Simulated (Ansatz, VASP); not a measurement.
**One calculation of BaTiO3, two programs**

```
Ba Ti O
1.0
     3.99980    0.00000    0.00000
     0.00000    3.99980    0.00000
     0.00000    0.00000    4.01800
Ba Ti O
1 1 3
Direct
  0.00000 0.00000 0.00000
  0.50000 0.50000 0.49000
  0.50000 0.50000 0.01900
  0.50000 0.00000 0.51700
  0.00000 0.50000 0.51700
```

Alike in both runs: task single point; functional PBE; k mesh 4 × 4 × 4; occupations fermi-dirac, width 0.05 eV; no spin polarisation; Hubbard terms Ti d U = 1.0 eV.

|  | VASP | Ansatz |
| --- | --- | --- |
| version | VASP 6.6.1 | Ansatz 0.2.0 |
| potentials or method | VASP PAW PBE potentials, release 64 (Ba_sv, Ti_sv, O) | plane waves, PAW |
| plane-wave cutoff (eV) | 520 | 420 |
| valence electrons in the cell | 40 | 40 |

```tsv
	VASP	Ansatz	Ansatz less VASP
gap on the k mesh at the Fermi level (eV)	1.87	1.93	+0.057
```

The programs project onto different local orbitals, so the same U acts differently.

Caveats: spin-orbit coupling is left out, which moves the levels of the heavy elements. A k mesh can miss the band edges.
